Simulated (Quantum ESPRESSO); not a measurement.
**Ge in Quantum ESPRESSO: the effect of target pressure**

The system is Ge.

```
Ge
1.0
     1.39715   -2.60052    0.00000
     1.39715    2.60052    0.00000
     0.00000    0.00000    2.69823
Ge
1
Direct
  0.50000 0.50000 0.00000
```

This isn't the form of Ge at room conditions, which is diamond.

Alike in all runs:

| Property | Result |
| --- | --- |
| Program | Quantum ESPRESSO 7.5 |
| Task | relaxation of cell and atoms |
| Functional | PBEsol |
| Potentials or basis | GBRV 1.5 PBEsol |
| Cutoff | 707 eV |
| Density cutoff | 5633 eV |
| k mesh | 11 × 11 × 10 |
| Occupations | fermi-dirac, width 0.05 eV |
| Spin | no spin polarisation |

Each run relaxes the cell or the atoms first.

```csv
target pressure,relaxed volume (Å³/atom)
0 GPa,?
2 GPa,17.94
5 GPa,17.36
10 GPa,16.59
20 GPa,15.46
30 GPa,14.58
```

Q: What does the run with target pressure 0 GPa give?

A: Relaxed volume 18.38 Å³/atom.

Worked out: In Murnaghan's law V^(-B') rises as a straight line in P. The other rows fit best with B' = 3.7, V0 = 18.34 Å³/atom and B0 = 83 GPa, which gives 18.34 Å³/atom at 0 GPa, against the run's 18.38.

Caveats: the volume moved by over 15 % at a fixed basis, so the end points are rough (some runs).
